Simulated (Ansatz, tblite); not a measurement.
# BaS with GFN2-xTB from a Python script

These are simulated results from tblite 0.8.0, not measurements. The cell began as a measured structure and was relaxed with r2SCAN in plane waves (Ansatz 0.2.0). All runs are without spin polarisation.

It is cubic, Fm-3m (No. 225); a = 6.424 Å in the conventional setting, 33.14 Å³ an atom. Ba has 6 S at 3.21 Å; S has 6 Ba at 3.21 Å.

tblite solves periodic systems at the zone centre alone, so the script builds a cluster of 2×2×2 conventional cells (64 atoms), which folds in a coarse mesh of k points.

The script, run.py:

```python
import json
from ase import Atoms
from ase.build import make_supercell
from ase.units import Bohr, GPa, Hartree
from tblite.interface import Calculator

atoms = Atoms(['Ba', 'S'],
              cell=[[-0.0, 3.21191, 3.21191], [3.21191, 0.0, 3.21191], [3.21191, 3.21191, 0.0]],
              scaled_positions=[[-0.0, 0.0, 0.0], [0.5, 0.5, 0.5]],
              pbc=True)
cluster = make_supercell(atoms, [[-2, 2, 2], [2, -2, 2], [2, 2, -2]])
calc = Calculator('GFN2-xTB', cluster.numbers, cluster.positions / Bohr, lattice=cluster.cell[:] / Bohr, periodic=cluster.pbc)
calc.set('temperature', 0.02 / Hartree)
calc.set('max-iter', 150)
res = calc.singlepoint()
levels = res.get('orbital-energies') * Hartree
nv = round(res.get('orbital-occupations').sum() / 2)
cells = len(cluster) // len(atoms)
out = {'energy_per_cell': res.get('energy') * Hartree / cells, 'homo': levels[nv - 1], 'lumo': levels[nv],
       'stress': (-res.get('virial') * Hartree / cluster.get_volume() / GPa).tolist(), 'charges': res.get('charges')[:len(atoms)].tolist(), 'electrons': 2 * nv / cells}
json.dump(out, open('results.json', 'w'))
for key, value in out.items():
    print(key, value)
```

Command: `python run.py`. It took 6.7 s on 1 thread of Arm Neoverse V1 (shared host), peak memory 0.13 GiB.

The log:

```
------------------------------------------------------------
  cycle        total energy    energy error   density error
------------------------------------------------------------
      1     -106.0909597853  -1.0616745E+02   5.2342762E-01
      2     -120.7554462928  -1.4664487E+01   1.2366635E-01
      3     -121.0395363793  -2.8409009E-01   1.0353735E-01
      4     -121.2778354217  -2.3829904E-01   8.1043490E-02
      5     -121.4199999142  -1.4216449E-01   7.6023953E-02
      6     -121.8035971947  -3.8359728E-01   3.2490129E-02
      7     -121.8157505248  -1.2153330E-02   3.0019528E-02
      8     -121.8877528891  -7.2002364E-02   7.2361903E-03
      9     -121.8920618877  -4.3089986E-03   1.1617518E-03
     10     -121.8914046749   6.5721284E-04   3.0037971E-03
     11     -121.8917061989  -3.0152408E-04   2.3328866E-03
     12     -121.8921605573  -4.5435833E-04   3.1542117E-04
     13     -121.8921608323  -2.7504163E-07   3.0082627E-04
     14     -121.8921675855  -6.7531791E-06   9.2678840E-05
     15     -121.8921682946  -7.0906907E-07   1.1367070E-05
------------------------------------------------------------

 total:                                   6.043 sec
energy_per_cell -103.65171390032425
homo -11.289984032980705
lumo -11.289984032980685
stress [[-1.6985391813519914, -1.008412789020838e-13, 1.4260005753162329e-13], [-1.0085847355453195e-13, -1.6985391813525592, -3.381729650661204e-13], [1.4267747084869442e-13, -3.3824763356929387e-13, -1.698539181351978]]
charges [0.6028173320155278, -0.6028166147119175]
electrons 8.0
```

The cycle table is in hartree for the whole cluster, and the lines after it are in eV (the energy for one cell). The printed stress is in GPa and positive in compression, and the pressure is its mean diagonal.

GFN2-xTB gives no gap at the points read. On the same cell, plane-wave PBE (Ansatz, 8×8×8 k points and the special points) gives a gap of 2.23 eV and r2SCAN a gap of 2.58 eV; on shared hosts these took about 2.2 and 5.9 core-seconds on the 2-atom cell, against 6.7 for the script. Spin-orbit coupling, left out in all these runs, can cut or reorder the gap by tenths of an eV, up to about 1 eV with Pb or Bi. This method closes a gap that PBE finds, a failure in kind.

The same script was run on cells scaled at fixed shape and fractional coordinates:

| volume (Å³/atom) | energy (meV/atom) | pressure (GPa, positive in compression) | gap (eV) |
| --- | --- | --- | --- |
| 29.16 | -28.0 | -0.47 | 0.00 |
| 31.15 | -17.9 | -1.21 | 0.00 |
| 33.14 | 0.0 | -1.70 | 0.00 |
| 35.12 | 23.2 | -2.01 | 0.00 |
| 37.11 | 49.5 | -2.21 | 0.00 |

The minimum lies beyond the smallest of these volumes.

xTB was fitted mostly to molecules, and a small cluster samples few k points, so gaps, pressures and kinks along a curve can be far from a solid's.

Spin-orbit coupling is left out.
